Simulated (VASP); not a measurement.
Set up this calculation in VASP 6.6.1, as the native input.

| Property | Result |
| --- | --- |
| Task | relaxation of cell and atoms |
| Functional | PBE |
| Potentials or basis | VASP PAW PBE potentials, release 64 (Co, Sn_d) |
| Cutoff | 600 eV |
| k mesh | 9 × 9 × 9 |
| Occupations | methfessel-paxton, width 0.1 eV |
| Spin | no spin polarisation |
| Further INCAR settings | ALGO = Normal; EDIFF = 1e-07; IBRION = 2; EDIFFG = -0.005; NSW = 90; ISIF = 3 |

The structure of CoSn lies in POSCAR:

```
CoSn                                    
1.0
    5.2969238124      0.0000000000     -0.0000000000
   -2.6484619062      4.5872705835      0.0000000000
    0.0000000000     -0.0000000000      4.2277518433
  Co              Sn            
     3     3
Direct
     0.0000000000000000    0.5000000000000000    1.0000000000000000
     0.5000000000000000    0.5000000000000000    1.0000000000000000
     0.5000000000000000    0.0000000000000000    1.0000000000000000
     0.6666666699999979    0.3333333300000021    0.5000000000000000
     0.3333333300000021    0.6666666699999979    0.5000000000000000
     0.0000000000000000    0.0000000000000000    1.0000000000000000
```

The cell is a database's computed one.

These files were run (other wordings do the same):

INCAR

```
SYSTEM = CoSn
PREC = Accurate ; ENCUT = 600
EDIFF = 1E-7 ; ISMEAR = 1
SIGMA = 0.1 ; LREAL = .FALSE.
LASPH = .TRUE. ; NELM = 80
ALGO = Normal ; ISIF = 3
LWAVE = .FALSE. ; LCHARG = .FALSE.
GGA = PE ; IBRION = 2
NSW = 90 ; EDIFFG = -0.005
KPAR = 2
```

KPOINTS

```
regular mesh
0
G
  9 9 9
  0 0 0
```

Potentials or basis: VASP PAW PBE potentials, release 64 (Co, Sn_d).

The run is started by

```console
$ cat potpaw_PBE.64/Co/POTCAR potpaw_PBE.64/Sn_d/POTCAR > POTCAR
$ mpirun -np 2 vasp_std > vasp.out
```

It gave:

- Pressure after relaxing: 0.0 GPa
- Band gap on the k mesh: none (metal or under the smearing width)

Caveat: the relaxation stopped at its first step, so nothing moved.

Run time: 120 s on 2 MPI ranks on Intel(R) Xeon(R) 6975P-C (Granite Rapids), on a shared host, peak memory 0.39 GiB a rank.
